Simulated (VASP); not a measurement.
A run of VASP 6.6.1:

POSCAR

```
TePb                                    
1.0
    0.0000000000      3.2218515824      3.2218515824
    3.2218515824      0.0000000000      3.2218515824
    3.2218515824      3.2218515824      0.0000000000
  Te              Pb            
     1     1
Direct
     0.5000000000000000    0.5000000000000000    0.5000000000000000
     0.0000000000000000    0.0000000000000000    0.0000000000000000
```

Contents of INCAR.step1:

```
SYSTEM = TePb
ALGO = Normal
EDIFF = 1E-5
ENCUT = 520
GGA = PE
ISIF = 2
ISMEAR = 0
KPAR = 4
LASPH = .True.
LCHARG = .False.
LREAL = .False.
LWAVE = .True.
NELM = 80
PREC = Accurate
SIGMA = 0.03
```

INCAR.step2

```
SYSTEM = TePb
ALGO = Normal
EDIFF = 1E-6
ENCUT = 520
GGA = PE
HFSCREEN = 0.2
ISIF = 2
ISMEAR = 0
ISTART = 1
KPAR = 4
LASPH = .True.
LCHARG = .False.
LHFCALC = .True.
LREAL = .False.
LWAVE = .False.
NELM = 80
PREC = Accurate
PRECFOCK = Fast
SIGMA = 0.03
```

The input KPOINTS:

```
k-points
0
Gamma
  6 6 6
  0 0 0
```

The input KPOINTS_OPT:

```
explicit points
6
Reciprocal
 0.0000000000  0.0000000000  0.0000000000 1
 0.3750000000  0.3750000000  0.7500000000 1
 0.5000000000  0.5000000000  0.5000000000 1
 0.6250000000  0.2500000000  0.6250000000 1
 0.5000000000  0.2500000000  0.7500000000 1
 0.5000000000  0.0000000000  0.5000000000 1
```

Potentials or basis: VASP PAW PBE potentials, release 64 (Te, Pb_d).

Command:

```bash
$ cat potpaw_PBE.64/Te/POTCAR potpaw_PBE.64/Pb_d/POTCAR > POTCAR
$ cp INCAR.step1 INCAR
$ mpirun -np 4 vasp_std > vasp.out
$ cp INCAR.step2 INCAR
$ mpirun -np 4 vasp_std > vasp.out
```

Hardware: 4 MPI ranks on Intel(R) Xeon(R) Platinum 8559C (Emerald Rapids), on a shared host.

**Question.** Estimate the wall time of this run.

**Answer.** It took 9.9 min on 4 MPI ranks on Intel(R) Xeon(R) Platinum 8559C (Emerald Rapids), on a shared host, peak memory 0.34 GiB a rank. Counts: scf iterations 17, k points 16.
